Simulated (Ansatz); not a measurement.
# TiAl3: the cost of one run

Method: DFT PBE, scalar-relativistic, plane waves, PAW, in Ansatz 0.2.0.

1 further run of the same task is left out (it didn't finish). Runs told in other sessions of the task aren't counted.

**1. The structure to begin with**

The structure is hexagonal, space group P6_3/mmc (No. 194). The conventional cell has a = 5.577 Å, b = 5.577 Å, c = 4.716 Å, α = 90.00°, β = 90.00°, γ = 120.00°. Ti (site symmetry -6m2) has 12 Al at 2.79 to 2.86 Å in its first shell of neighbours. Around Al (site symmetry mm2) lie 8 Al at 2.77 to 2.85 Å and 4 Ti at 2.79 to 2.86 Å.

Coordinates:

```xyz
8
Lattice="5.5766 0.0000 0.0000 -2.7883 4.8295 0.0000 0.0000 0.0000 4.7159" Properties=species:S:1:pos:R:3 pbc="T T T"
Ti    0.0000    3.2196    3.5369
Ti    2.7883    1.6098    1.1790
Al    2.7883    3.2284    3.5369
Al    0.0000    1.6010    1.1790
Al    1.3865    0.8005    3.5369
Al    1.4018    4.0289    1.1790
Al   -1.4018    4.0289    1.1790
Al    4.1901    0.8005    3.5369
```

The start is the relaxed end of an invented cell (made as: TmCd3 type (Cmcm, No. 63)), taken up again for a closer look.

**2. A first look at the guess**

Input file input.yaml:

```yaml
crystal:
  lattice:
    - [5.5765835, 0.0, 0.0]
    - [-2.7882917, 4.8294629, 0.0]
    - [0.0, 0.0, 4.7158581]
  atoms:
    - { symbol: Ti, position: [0.3333333, 0.6666667, 0.75] }
    - { symbol: Ti, position: [0.6666667, 0.3333333, 0.25] }
    - { symbol: Al, position: [0.8342435, 0.668487, 0.75] }
    - { symbol: Al, position: [0.1657565, 0.331513, 0.25] }
    - { symbol: Al, position: [0.331513, 0.1657565, 0.75] }
    - { symbol: Al, position: [0.668487, 0.8342435, 0.25] }
    - { symbol: Al, position: [0.1657565, 0.8342435, 0.25] }
    - { symbol: Al, position: [0.8342435, 0.1657565, 0.75] }
basis:
  ecutwfc: 420
kpoints:
  mp_grid: { grid: [6, 6, 4] }
hamiltonian:
  xc: pbe
scf:
  occupations: { method: gaussian, width: 0.1 }
  lower_state_search: "off"
output:
  forces: true
  stress: true
  eigenvalues: true
```

The run is started by

```console
> ansatz run input.yaml --threads 4 --pin off --max-ram 8192MiB --backend cpu --events-out ev --progress --plain --runs-dir out
```

**Question.** How long does this run take on 4 threads of AMD EPYC 7R43 (Zen 3), shared host, and how much memory does it need?

About 1.6 s, with a peak of 0.51 GiB.
